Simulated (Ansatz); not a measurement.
# SiO2: the cost of one run

Program: Ansatz 0.2.0. Level of theory: DFT PBE+D3(BJ), scalar-relativistic, plane waves, PAW. These are calculated values, not measurements.

### 1 Starting point

The structure is tetragonal, space group P4/nmm (No. 129). Conventional cell: a = 3.793 Å, b = 3.793 Å, c = 18.000 Å, α = 90.00°, β = 90.00°, γ = 90.00°. Si (site symmetry 4mm) is surrounded by 4 O at 1.90 Å. Around O (site symmetry 2mm) lie 2 Si at 1.90 Å.

Structure file:

```cif
data_structure
_symmetry_space_group_name_H-M 'P 1'
_symmetry_Int_Tables_number 1
_cell_length_a 3.7926
_cell_length_b 3.7926
_cell_length_c 18.0000
_cell_angle_alpha 90.000
_cell_angle_beta 90.000
_cell_angle_gamma 90.000
_cell_volume 258.91
loop_
_atom_site_label
_atom_site_type_symbol
_atom_site_fract_x
_atom_site_fract_y
_atom_site_fract_z
_atom_site_occupancy
Si1 Si 0.00000 0.00000 0.41415 1
Si2 Si 0.50000 0.50000 0.58585 1
O1 O 0.00000 0.50000 0.41542 1
O2 O 0.50000 0.00000 0.41542 1
O3 O 0.50000 0.00000 0.58458 1
O4 O 0.00000 0.50000 0.58458 1
```

A structure generator made this guess: sheets of the FeO2 type as a bilayer. The dimensions are guesses.

Only a and b are periodic; c spans vacuum, so the box's volume, pressure and space group aren't properties of the sheet.

### 2 Probe: one point on a coarse mesh

File input.yaml:

```yaml
crystal:
  lattice:
    - [3.7925757, 0.0, 0.0]
    - [0.0, 3.7925757, 0.0]
    - [0.0, 0.0, 18.0]
  atoms:
    - { symbol: Si, position: [0.0, 0.0, 0.41414809] }
    - { symbol: Si, position: [0.5, 0.5, 0.58585191] }
    - { symbol: O, position: [0.0, 0.5, 0.41541667] }
    - { symbol: O, position: [0.5, 0.0, 0.41541667] }
    - { symbol: O, position: [0.5, 0.0, 0.58458333] }
    - { symbol: O, position: [0.0, 0.5, 0.58458333] }
  periodic: [true, true, false]
basis:
  ecutwfc: 420
kpoints:
  mp_grid: { grid: [4, 4, 1] }
hamiltonian:
  xc: pbe
  dispersion: d3bj
scf:
  occupations: { method: gaussian, width: 0.1 }
  lower_state_search: "off"
output:
  forces: true
  stress: true
  eigenvalues: true
```

Started as:

```console
$ ansatz run input.yaml --threads 1 --pin off --max-ram 2560MiB --backend cpu --events-out ev --progress --plain --runs-dir out
```

What time and memory should one allow on 1 thread of Intel Xeon 6975P-C (Granite Rapids), shared host?

About 2.5 s, with a peak of 0.55 GiB.
